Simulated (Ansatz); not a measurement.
## Ti2O: how the energy converges with the cutoff

Ti2O, P-3m1, a = 2.919 Å, c = 4.713 Å. The structure is a COD entry; whether it is the stable form wasn't checked. Ansatz: r2SCAN, PAW, cutoff varied, Γ-centred 18×18×10 mesh on 3 atoms, Gaussian smearing 0.10 eV; no spin polarisation. Single points at one geometry, the cutoff alone changed; ΔE is the energy at zero smearing over the run at 850 eV. The runs up to 460 eV lie under the cutoff recommended for these PAW datasets.

| cutoff (eV) | ΔE (meV/atom) |
| --- | --- |
| 150 | ? |
| 200 | 5383.54 |
| 250 | 1237.69 |
| 300 | 225.72 |
| 350 | 34.74 |
| 380 | 13.52 |
| 460 | 4.98 |
| 500 | 3.93 |
| 520 | 3.43 |
| 600 | 1.79 |
| 700 | 0.87 |

Problem. Assume ΔE falls exponentially with the cutoff, fit y = ln ΔE against x, the cutoff in eV, to the other rows, and predict the missing value.

Solution. y = 8.591, 7.121, 5.419, 3.548, 2.604, 1.605, 1.369, 1.233, 0.582, -0.139. Means x = 426.0, y = 3.1933; Σ(Δx)² = 226640, ΣΔxΔy = -3932; the slope is their ratio. y = 10.58 − 0.01735 x, a factor of ten per 133 eV. At 150 eV this gives ΔE = 2914.64 meV/atom. The run gave 21464.20, a ratio of 0.14. Between neighbouring rows the decay runs from a factor of ten per 62 eV to one per 389 eV, so one exponential is only a rough guide.